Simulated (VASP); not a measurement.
Write the native input for VASP 6.6.1 that does the following.

```
Task                   : single point
Functional             : PBE
Dispersion             : D3(BJ)
Potentials or basis    : VASP PAW PBE potentials, release 64 (Ge_d, H)
Cutoff                 : 400 eV
k mesh                 : 1 × 1 × 1
Occupations            : gaussian, width 0.05 eV
Spin                   : no spin polarisation
Further INCAR settings : LREAL = Auto; ALGO = Fast; EDIFF = 1e-06; NBANDS = 384; ISYM = 0
```

The structure of Ge8H3 lies in POSCAR:

```
Ge8H3
1.0
    8.0016203359      8.0016203359      0.0000000000
   -8.0016203359      8.0016203359      0.0000000000
    0.0000000000      0.0000000000     23.7419000000
Ge H
48 18
Direct
    0.7005149941      0.2994850059      0.4246458792
    0.7994850059      0.7005149941      0.4246458792
    0.0494850059      0.9505149941      0.4385453565
    0.2994850059      0.2005149941      0.4246458792
    0.9505149941      0.5494850059      0.4524448338
    0.2005149941      0.7994850059      0.4385453565
    0.4505149941      0.0494850059      0.4524448338
    0.5494850059      0.4505149941      0.4524448338
    0.8750000000      0.3750000000      0.3831791053
    0.8750000000      0.8750000000      0.3831791053
    0.1250000000      0.1250000000      0.3831791053
    0.3750000000      0.3750000000      0.3831791053
    0.1250000000      0.6250000000      0.3831791053
    0.3750000000      0.8750000000      0.3831791053
    0.6250000000      0.1250000000      0.3831791053
    0.6250000000      0.6250000000      0.3831791053
    0.0000000000      0.2500000000      0.3236008913
    0.0000000000      0.7500000000      0.3236008913
    0.2500000000      0.0000000000      0.3236008913
    0.5000000000      0.2500000000      0.3236008913
    0.2500000000      0.5000000000      0.3236008913
    0.5000000000      0.7500000000      0.3236008913
    0.7500000000      0.0000000000      0.3236008913
    0.7500000000      0.5000000000      0.3236008913
    0.8750000000      0.1250000000      0.2640226772
    0.8750000000      0.6250000000      0.2640226772
    0.1250000000      0.8750000000      0.2640226772
    0.3750000000      0.1250000000      0.2640226772
    0.1250000000      0.3750000000      0.2640226772
    0.3750000000      0.6250000000      0.2640226772
    0.6250000000      0.8750000000      0.2640226772
    0.6250000000      0.3750000000      0.2640226772
    0.7500000000      0.2500000000      0.2044444632
    0.7500000000      0.7500000000      0.2044444632
    0.0000000000      0.0000000000      0.2044444632
    0.2500000000      0.2500000000      0.2044444632
    0.0000000000      0.5000000000      0.2044444632
    0.2500000000      0.7500000000      0.2044444632
    0.5000000000      0.0000000000      0.2044444632
    0.5000000000      0.5000000000      0.2044444632
    0.8750000000      0.3750000000      0.1448662491
    0.8750000000      0.8750000000      0.1448662491
    0.1250000000      0.1250000000      0.1448662491
    0.3750000000      0.3750000000      0.1448662491
    0.1250000000      0.6250000000      0.1448662491
    0.3750000000      0.8750000000      0.1448662491
    0.6250000000      0.1250000000      0.1448662491
    0.6250000000      0.6250000000      0.1448662491
    0.9510221023      0.2989778977      0.1052990704
    0.7989778977      0.4510221023      0.1052990704
    0.9510221023      0.7989778977      0.1052990704
    0.7989778977      0.9510221023      0.1052990704
    0.2010221023      0.0489778977      0.1052990704
    0.0489778977      0.2010221023      0.1052990704
    0.4510221023      0.2989778977      0.1052990704
    0.2989778977      0.4510221023      0.1052990704
    0.2010221023      0.5489778977      0.1052990704
    0.0489778977      0.7010221023      0.1052990704
    0.4510221023      0.7989778977      0.1052990704
    0.2989778977      0.9510221023      0.1052990704
    0.7010221023      0.0489778977      0.1052990704
    0.5489778977      0.2010221023      0.1052990704
    0.7010221023      0.5489778977      0.1052990704
    0.5489778977      0.7010221023      0.1052990704
    0.2334392888      0.7665607112      0.4981484437
    0.2665607112      0.2334392888      0.4842489664
```

The cell was built by a generator and needn't be a form met in nature.

One way to write it, as run:

INCAR

```
  PREC = Accurate
  ENCUT = 400
  EDIFF = 1E-6
  ISMEAR = 0
  SIGMA = 0.05
  LREAL = Auto
  LASPH = T
  NELM = 60
  ALGO = Fast
  ISIF = 2
  LWAVE = F
  LCHARG = F
  GGA = PE
  IVDW = 12
  NBANDS = 384
  ISYM = 0
  LUSENCCL = F
```

KPOINTS

```
regular mesh
0
Gamma
  1 1 1
```

Potentials or basis: VASP PAW PBE potentials, release 64 (Ge_d, H).

Launch:

```bash
$ cat potpaw_PBE.64/Ge_d/POTCAR potpaw_PBE.64/H/POTCAR > POTCAR
$ mpirun -np 1 vasp_gam > vasp.out
```

Results of the run:

```
Largest force              : 1.578 eV/Å
Band gap on the k mesh     : 0.03 eV, direct
Dispersion energy per atom : -0.177 eV
```

Run time: 5.7 min on 1 × NVIDIA H100 80GB with 1 thread of AMD EPYC 7R13 Processor (Zen 3), on a shared host, peak memory 2.2 GiB.
